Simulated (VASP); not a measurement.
# BaTiO3 (Pm-3m) in VASP: a series of runs

Runs on BaTiO3. Level: LDA. Tasks: single point.

Program: VASP 6.6.1. These are calculated values, not measurements. Logs are shortened: lines on timing, memory, paths and dates and some standing lists are left out, and cuts for length are marked.

## 1. The structure

It takes space group Pm-3m (No. 221, cubic). Conventional cell: a = 4.006 Å, b = 4.006 Å, c = 4.006 Å, α = 90.00°, β = 90.00°, γ = 90.00°. Ba (site symmetry m-3m) has 12 O at 2.83 Å as nearest neighbours. Ti (site symmetry m-3m) is surrounded by 6 O at 2.00 Å. Around O (site symmetry 4/mmm) lie 2 Ti at 2.00 Å.

## 2. Single point, LDA

Contents of INCAR:

```
PREC = Accurate
ENCUT = 460
EDIFF = 1E-7
ISMEAR = 0
SIGMA = 0.5
LREAL = False
LASPH = True
NELM = 100
ALGO = Normal
ISIF = 2
LWAVE = False
LCHARG = False
GGA = CA
ADDGRID = False
```

Contents of KPOINTS:

```
Automatic mesh
0
Gamma
  4 4 4
```

Contents of POSCAR:

```
BaTiO3
1.0
    4.0060000000      0.0000000000      0.0000000000
    0.0000000000      4.0060000000      0.0000000000
    0.0000000000      0.0000000000      4.0060000000
Ba Ti O
1 1 3
Direct
    0.4701120000      0.5031600000      0.5056990000
   -0.0202070000      0.0016430000     -0.0204470000
   -0.0270160000     -0.0188640000      0.5097340000
   -0.0003670000      0.4971430000     -0.0056670000
    0.4958670000     -0.0087980000      0.0064420000
```

Potentials or basis: VASP PAW LDA potentials, release 64 (Ba_sv, Ti_sv, O).

On the command line:

```bash
> cat potpaw_LDA.64/Ba_sv/POTCAR potpaw_LDA.64/Ti_sv/POTCAR potpaw_LDA.64/O/POTCAR > POTCAR
> mpirun -np 1 vasp_std > vasp.out
```

OUTCAR:

```text
PREC = Accurate
   ENCUT = 460
   EDIFF = 1E-7
   ISMEAR = 0
   LREAL = False
   LASPH = True
   NELM = 100
   ISIF = 2
   GGA = CA

 Found     36 irreducible k-points:

 Following reciprocal coordinates:
            Coordinates               Weight
  0.000000  0.000000  0.000000      1.000000
  0.250000  0.000000  0.000000      2.000000
  0.000000  0.250000  0.000000      2.000000
  0.000000  0.000000  0.250000      2.000000
  0.500000  0.000000  0.000000      1.000000
  0.000000  0.500000  0.000000      1.000000
   k-points           NKPTS =     36   k-points in BZ     NKDIM =     36   number of bands    NBANDS=     24
   number of dos      NEDOS =    301   number of ions     NIONS =      5
   total plane-waves  NPLWV =  21952
   dimension x,y,z NGX =    28 NGY =   28 NGZ =   28
   dimension x,y,z NGXF=    56 NGYF=   56 NGZF=   56
   ions per type =               1   1   3
   NGX,Y,Z   is equivalent  to a cutoff of  11.62, 11.62, 11.62 a.u.
   NGXF,Y,Z  is equivalent  to a cutoff of  23.24, 23.24, 23.24 a.u.
 SYSTEM =  unknown system
   PREC   = accura    normal or accurate (medium, high low for compatibility)
   ISTART =      0    job   : 0-new  1-cont  2-samecut
   ICHARG =      2    charge: 1-file 2-atom 10-const
   ISPIN  =      1    spin polarized calculation?
   LNONCOLLINEAR =      F non collinear calculations
   LSORBIT =      F    spin-orbit coupling
   LASPH  =      T    aspherical Exc in radial PAW
   ENCUT  =  460.0 eV  33.81 Ry    5.81 a.u.   7.01  7.01  7.01*2*pi/ulx,y,z
   NELM   =    100;   NELMIN=  2; NELMDL= -5     # of ELM steps
   EDIFF  = 0.1E-06   stopping-criterion for ELM
   LREAL  =      F    real-space projection
   EDIFFG = 0.1E-05   stopping-criterion for IOM
   NSW    =      0    number of steps for IOM
   IBRION =     -1    ionic relax: 0-MD 1-quasi-New 2-CG
   NFREE  =      0    steps in history (QN), initial steepest desc. (CG)
   ISIF   =      2    stress and relaxation
   ISYM   =      2    0-nonsym 1-usesym 2-fastsym
   POTIM  = 0.5000    time-step for ionic-motion
   TEBEG  =    0.0;   TEEND  =   0.0 temperature during run
   PSTRESS=    0.0 pullay stress
   NELECT =      40.0000    total number of electrons
   NUPDOWN=      -1.0000    fix difference up-down
   EMIN   =  10.00;   EMAX   =-10.00  energy-range for DOS
   EFERMI =   0.00;   METHOD = LEGACY
   ISMEAR =     0;   SIGMA  =   0.50  broadening in eV -4-tet -1-fermi 0-gaus
   EFERMI_NEDOS =   21; number of points for ismear=-14 and -15
   IALGO  =     38    algorithm
   IMIX   =      4    mixing-type and parameters
     AMIX     =   0.40;   BMIX     =  1.00
     AMIX_MAG =   1.60;   BMIX_MAG =  1.00
  volume/ion in A,a.u.               =      12.86        86.77
  Fermi-wavevector in a.u.,A,eV,Ry     =   1.397603  2.641087 26.576187  1.953295
  Thomas-Fermi vector in A             =   2.520843
   LORBIT       =      0    0 simple, 1 ext, 2 COOP (PROOUT), +10 PAW based schemes
   GGA     = CA    functional components
   LHFCALC =     F    Hartree Fock is set to
   AEXX    =    0.0000 exact exchange contribution
   IVDW    =     0    specifies the selected vdW correction
   LEPSILON=     F    determine dielectric tensor
   LRPA    =     F    only Hartree local field effects (RPA)
 non-spin polarized calculation
 Gauss-broadening in eV      SIGMA  =   0.50
  energy-cutoff  :      460.00
  volume of cell :       64.29
 maximum number of plane-waves:      1472
   NGX = 15   NGY = 15   NGZ = 15

 number of electron      39.9999994 magnetization

 Free energy of the ion-electron system (eV)
  ---------------------------------------------------
  ext. energy  EPLUGINS =         0.00000000
  ---------------------------------------------------
  free energy    TOTEN  =       -44.06367769 eV

  energy without entropy =      -44.06187189  energy(sigma->0) =      -44.06277479

 E-fermi :   4.4520     XC(G=0): -11.7160

 val. band max:        3.5104913506   @ k =   0.5000   0.5000   0.5000
 cond. band min:       5.3217552450   @ k =   0.0000   0.0000   0.0000
 fundamental gap:      1.8112638944
 Fermi energy:         4.4519625178

 k-point     1 :       0.0000    0.0000    0.0000
  band No.  band energies     occupation
      1     -52.3016      2.00000
      2     -28.9535      2.00000
      3     -28.9245      2.00000
      4     -28.9164      2.00000
      5     -21.1673      2.00000
      6     -13.0762      2.00000
[... 16 lines left out ...]
     23       5.4913      0.00329
     24       7.5659      0.00000

 k-point     2 :       0.2500    0.0000    0.0000
  band No.  band energies     occupation
      1     -52.3012      2.00000
      2     -28.9527      2.00000
      3     -28.9511      2.00000
      4     -28.9153      2.00000
      5     -21.1067      2.00000
      6     -13.1722      2.00000
[... 16 lines left out ...]
     23       6.2868      0.00000
     24       7.6227      0.00000

 k-point     3 :       0.0000    0.2500    0.0000
  band No.  band energies     occupation
      1     -52.3012      2.00000
      2     -28.9526      2.00000
      3     -28.9432      2.00000
      4     -28.9234      2.00000
      5     -21.1070      2.00000
      6     -13.1702      2.00000
[... 16 lines left out ...]
     23       6.2742      0.00000
     24       7.6472      0.00000

 k-point     4 :       0.0000    0.0000    0.2500
  band No.  band energies     occupation
      1     -52.3012      2.00000
      2     -28.9805      2.00000
      3     -28.9234      2.00000
      4     -28.9153      2.00000
      5     -21.1067      2.00000
      6     -13.1382      2.00000
[... 16 lines left out ...]
     23       6.3233      0.00000
     24       7.5695      0.00000

 k-point     5 :       0.5000    0.0000    0.0000
  band No.  band energies     occupation
      1     -52.3006      2.00000
      2     -28.9779      2.00000
      3     -28.9513      2.00000
      4     -28.9142      2.00000
      5     -21.0443      2.00000
      6     -13.3452      2.00000
[... 16 lines left out ...]
     23       7.0587      0.00000
     24       7.6095      0.00000

 k-point     6 :       0.0000    0.5000    0.0000
  band No.  band energies     occupation
      1     -52.3006      2.00000
      2     -28.9701      2.00000
      3     -28.9512      2.00000
      4     -28.9223      2.00000
      5     -21.0450      2.00000
      6     -13.3401      2.00000
[... 16 lines left out ...]
     23       7.0424      0.00000
     24       7.6306      0.00000

 [... further k-points ...]
[... 5 lines left out ...]
  --------------------------------------------------------------------------------------
  -------------------------------------------------------------------------------------
  Total       -2.7662176     -3.0129845     -2.1554685     -0.0897685     -0.1138837     -0.1468826
  in kB      -68.9388594    -75.0887093    -53.7179495     -2.2371838     -2.8381753     -3.6605657
  external PRESSURE =     -65.9151727 kB  Pullay stress =       0.0000000 kB

 VOLUME and BASIS-vectors are now :
 -----------------------------------------------------------------------------
  energy-cutoff  :      460.00
  volume of cell :       64.29
      direct lattice vectors                 reciprocal lattice vectors
     4.006000000  0.000000000  0.000000000     0.249625562  0.000000000  0.000000000
     0.000000000  4.006000000  0.000000000     0.000000000  0.249625562  0.000000000
     0.000000000  0.000000000  4.006000000     0.000000000  0.000000000  0.249625562

 POSITION                                       TOTAL-FORCE (eV/Angst)
 -----------------------------------------------------------------------------------
      1.88327      2.01566      2.02583         0.354424     -0.142212     -0.375304
      3.92505      0.00658      3.92409        -0.449902      0.046934     -0.021970
      3.89777      3.93043      2.04199         0.349098      0.366577      0.177722
      4.00453      1.99155      3.98330        -0.139480     -0.459287      0.222692
      1.98644      3.97076      0.02581        -0.114140      0.187988     -0.003140
 -----------------------------------------------------------------------------------
    total drift:                               -0.000006      0.000296      0.000324

  FREE ENERGIE OF THE ION-ELECTRON SYSTEM (eV)
  ---------------------------------------------------
  free  energy   TOTEN  =       -44.0636776888 eV

  energy  without entropy=      -44.0618718935  energy(sigma->0) =      -44.06277479
```

OSZICAR:

```text
N       E                     dE             d eps       ncg     rms          rms(c)
DAV:   1     0.409248987905E+03    0.40925E+03   -0.19085E+04  1728   0.162E+03
DAV:   2    -0.170305871478E+02   -0.42628E+03   -0.41903E+03  2184   0.456E+02
DAV:   3    -0.531601371593E+02   -0.36130E+02   -0.35856E+02  2224   0.137E+02
DAV:   4    -0.546262315636E+02   -0.14661E+01   -0.14653E+01  2640   0.254E+01
DAV:   5    -0.546630306989E+02   -0.36799E-01   -0.36797E-01  2312   0.346E+00    0.228E+01
DAV:   6    -0.444466349474E+02    0.10216E+02   -0.74300E+01  2664   0.768E+01    0.105E+01
DAV:   7    -0.443089675485E+02    0.13767E+00   -0.13046E+01  2176   0.272E+01    0.662E+00
DAV:   8    -0.440683942896E+02    0.24057E+00   -0.11871E+00  2320   0.105E+01    0.269E+00
DAV:   9    -0.440817547210E+02   -0.13360E-01   -0.24412E-01  2416   0.353E+00    0.128E+00
DAV:  10    -0.440641655027E+02    0.17589E-01   -0.11693E-01  2304   0.366E+00    0.299E-01
DAV:  11    -0.440637296112E+02    0.43589E-03   -0.48348E-03  2136   0.500E-01    0.548E-02
DAV:  12    -0.440637099529E+02    0.19658E-04   -0.19277E-04  2224   0.106E-01    0.385E-02
DAV:  13    -0.440636775757E+02    0.32377E-04   -0.19090E-04  2264   0.148E-01    0.886E-03
DAV:  14    -0.440636781336E+02   -0.55792E-06   -0.20117E-05  2272   0.299E-02    0.520E-03
DAV:  15    -0.440636778751E+02    0.25847E-06   -0.57716E-06  2416   0.162E-02    0.433E-03
DAV:  16    -0.440636778221E+02    0.52972E-07   -0.22460E-06  2200   0.107E-02    0.284E-03
DAV:  17    -0.440636776840E+02    0.13809E-06   -0.66755E-07  1920   0.776E-03    0.299E-04
DAV:  18    -0.440636776888E+02   -0.47858E-08   -0.29576E-08   968   0.146E-03
   1 F= -.44063678E+02 E0= -.44062775E+02  d E =-.180580E-02
```

stdout:

```text
POSCAR found type information on POSCAR BaTiO
 POSCAR found :  3 types and       5 ions
 scaLAPACK will be used
 LDA part: xc-table for (Slater(with rela. corr.)+CA(PZ))
 , standard interpolation
 POSCAR, INCAR and KPOINTS ok, starting setup
 FFT: planning ... GRIDC
 FFT: planning ... GRID_SOFT
 FFT: planning ... GRID
 WAVECAR not read
 entering main loop
```

It took 54 s on 1 thread of AMD EPYC 7R13 (Zen 3), shared host; peak memory 0.14 GiB.

These settings aren't checked as converged: the numbers below hold their error.

Results:

```
Free energy            : -44.0637 eV
Pressure               : -6.6 GPa
Largest force          : 0.537 eV/Å
Band gap on the k mesh : 1.81 eV, indirect (least direct gap 2.09 eV)
```

Caveat: the cutoff is under 1.25 times the usual one of these potentials, so pressure, stress and relaxed cells hold a basis-set (Pulay) error; spin-orbit coupling is left out, which moves the levels of the heavy elements.

## 3. Single point, LDA

Edit INCAR of step 2 so:

```diff
@@ -4,3 +4,3 @@
 ISMEAR = 0
-SIGMA = 0.5
+SIGMA = 0.2
 LREAL = False
```

KPOINTS is that of step 2.

Contents of POSCAR:

```
BaTiO3
1.0
    4.0060000000      0.0000000000      0.0000000000
    0.0000000000      4.0060000000      0.0000000000
    0.0000000000      0.0000000000      4.0060000000
Ba Ti O
1 1 3
Direct
    0.5000000000      0.5000000000      0.5000000000
    0.0000000000      0.0000000000      0.0000000000
    0.0000000000      0.0000000000      0.5000000000
    0.0000000000      0.5000000000      0.0000000000
    0.5000000000      0.0000000000      0.0000000000
```

Potentials or basis: VASP PAW LDA potentials, release 64 (Ba_sv, Ti_sv, O).

On the command line:

```bash
> cat potpaw_LDA.64/Ba_sv/POTCAR potpaw_LDA.64/Ti_sv/POTCAR potpaw_LDA.64/O/POTCAR > POTCAR
> mpirun -np 1 vasp_std > vasp.out
```

OUTCAR:

```text
PREC = Accurate
   ENCUT = 460
   EDIFF = 1E-7
   ISMEAR = 0
   LREAL = False
   LASPH = True
   NELM = 100
   ISIF = 2
   GGA = CA

 Found     10 irreducible k-points:

 Following reciprocal coordinates:
            Coordinates               Weight
  0.000000  0.000000  0.000000      1.000000
  0.250000  0.000000  0.000000      6.000000
  0.500000  0.000000  0.000000      3.000000
  0.250000  0.250000  0.000000     12.000000
  0.500000  0.250000  0.000000     12.000000
  0.500000  0.500000  0.000000      3.000000
[... 243 lines left out ...]
  -------------------------------------------------------------------------------------
  Total       -3.2060419     -3.2060419     -3.2060419     -0.0000000      0.0000000     -0.0000000
  in kB      -79.9000293    -79.9000293    -79.9000293     -0.0000000      0.0000000     -0.0000000
  external PRESSURE =     -79.9000293 kB  Pullay stress =       0.0000000 kB

 VOLUME and BASIS-vectors are now :
 -----------------------------------------------------------------------------
  energy-cutoff  :      460.00
  volume of cell :       64.29
      direct lattice vectors                 reciprocal lattice vectors
     4.006000000  0.000000000  0.000000000     0.249625562  0.000000000  0.000000000
     0.000000000  4.006000000  0.000000000     0.000000000  0.249625562  0.000000000
     0.000000000  0.000000000  4.006000000     0.000000000  0.000000000  0.249625562

 POSITION                                       TOTAL-FORCE (eV/Angst)
 -----------------------------------------------------------------------------------
      2.00300      2.00300      2.00300         0.000000      0.000000      0.000000
      0.00000      0.00000      0.00000         0.000000      0.000000      0.000000
      0.00000      0.00000      2.00300         0.000000      0.000000      0.000000
      0.00000      2.00300      0.00000         0.000000      0.000000      0.000000
      2.00300      0.00000      0.00000         0.000000      0.000000      0.000000
 -----------------------------------------------------------------------------------
    total drift:                                0.000000      0.000000     -0.000000

  FREE ENERGIE OF THE ION-ELECTRON SYSTEM (eV)
  ---------------------------------------------------
  free  energy   TOTEN  =       -44.0899014806 eV

  energy  without entropy=      -44.0899014799  energy(sigma->0) =      -44.08990148
```

It took 14 s on 1 thread of AMD EPYC 7R13 (Zen 3), shared host; peak memory 0.12 GiB.

These settings aren't checked as converged: the numbers below hold their error.

Results:

```
Free energy            : -44.0899 eV
Pressure               : -8.0 GPa
Band gap on the k mesh : 1.63 eV, indirect (least direct gap 1.78 eV)
```

Caveat: the cutoff is under 1.25 times the usual one of these potentials, so pressure, stress and relaxed cells hold a basis-set (Pulay) error; spin-orbit coupling is left out, which moves the levels of the heavy elements.

## 4. Single point, LDA

INCAR is that of step 3.

KPOINTS is that of step 3.

Contents of POSCAR:

```
BaTiO3
1.0
    4.0060000000      0.0000000000      0.0000000000
    0.0000000000      4.0060000000      0.0000000000
    0.0000000000      0.0000000000      4.0060000000
Ba Ti O
1 1 3
Direct
    0.4701120000      0.5031600000      0.5056990000
   -0.0202070000      0.0016430000     -0.0204470000
   -0.0270160000     -0.0188640000      0.5097340000
   -0.0003670000      0.4971430000     -0.0056670000
    0.4958670000     -0.0087980000      0.0064420000
```

On the command line:

```bash
> cat potpaw_LDA.64/Ba_sv/POTCAR potpaw_LDA.64/Ti_sv/POTCAR potpaw_LDA.64/O/POTCAR > POTCAR
> mpirun -np 1 vasp_std > vasp.out
```

It took 45 s on 1 thread of AMD EPYC 7R13 (Zen 3), shared host; peak memory 0.15 GiB.

The run converged, but some of its settings lie outside the range that counts as converged, so its numbers aren't taken as properties of the crystal.

Results:

```yaml
Free_energy: -44.0635 eV
Pressure: -6.6 GPa
Largest_force: 0.537 eV/Å
Band_gap_on_the_k_mesh: 1.81 eV, indirect (least direct gap 2.09 eV)
```

Caveat: the cutoff is under 1.25 times the usual one of these potentials, so pressure, stress and relaxed cells hold a basis-set (Pulay) error; spin-orbit coupling is left out, which moves the levels of the heavy elements.

## 5. For comparison

An earlier run on the cell as given: functional PBEsol; potentials or basis VASP PAW PBE potentials, release 64 (Ba_sv, Ti_sv, O); cutoff 520 eV; k mesh 7 × 7 × 7; occupations fermi-dirac, width 0.05 eV; no spin polarisation.

- Pressure: -2.8 GPa
- Band gap on the k mesh: 1.76 eV, indirect (least direct gap 1.84 eV)
